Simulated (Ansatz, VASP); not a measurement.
## Sn: VASP beside Ansatz

File INCAR:

```
ALGO     = Normal         # electronic algorithm
EDIFF    = 1E-7           # SCF threshold, eV
ENCUT    = 520            # plane-wave cutoff, eV
GGA      = PE             # functional
ISIF     = 2              # what is computed and relaxed
ISMEAR   = -1             # smearing method
LASPH    = T              # aspherical terms in the spheres
LCHARG   = F              # write CHGCAR
LREAL    = F              # projectors in reciprocal space
LWAVE    = F              # write WAVECAR
NBANDS   = 21             # bands
NELM     = 80             # most SCF steps
PREC     = Accurate       # precision mode
SIGMA    = 0.05           # smearing width, eV
```

Contents of KPOINTS:

```
k-points
0
Gamma
  9 9 9
```

The input POSCAR:

```
Sn
1.0
   -2.9401404553      2.9401404553      1.5993019889
    2.9401404553     -2.9401404553      1.5993019889
    2.9401404553      2.9401404553     -1.5993019889
Sn
2
Direct
    0.0000000000      0.0000000000      0.0000000000
    0.7500000000      0.2500000000      0.5000000000
```

Contents of input.yaml:

```yaml
crystal:
  lattice:
    - [-2.9401404553, 2.9401404553, 1.5993019889]
    - [2.9401404553, -2.9401404553, 1.5993019889]
    - [2.9401404553, 2.9401404553, -1.5993019889]
  atoms:
    - { symbol: Sn, position: [0.0, 0.0, 0.0] }
    - { symbol: Sn, position: [0.75, 0.25, 0.5] }
hamiltonian:
  xc: pbe
  pseudopotentials: { kind: paw }
kpoints:
  mp_grid: { grid: [9, 9, 9] }
scf:
  occupations: { method: fermi_dirac, width: 0.05 }
output:
  forces: true
  stress: true
  eigenvalues: true
```

Alike in both runs: task single point; functional PBE; k mesh 9 × 9 × 9; occupations fermi-dirac, width 0.05 eV; no spin polarisation.

```csv
,VASP,Ansatz
version,VASP 6.6.1,Ansatz 0.2.0
potentials or method,"VASP PAW PBE potentials, release 64 (Sn_d)",Ansatz PAW
plane-wave cutoff (eV),520,420
valence electrons in the cell,28,28
```

VASP gave:

| Quantity | Value |
| --- | --- |
| gap on the k mesh at the Fermi level (eV) | none |
| pressure (GPa) | 1.3 |
| largest component of the traceless stress (GPa) | 0.29 |

Task: What did Ansatz give for the same quantities?

Result: gap on the k mesh at the Fermi level (eV): none; pressure (GPa): 1.4; largest component of the traceless stress (GPa): 0.29.

A gap of «none» marks a metal or a gap that the smearing closes.
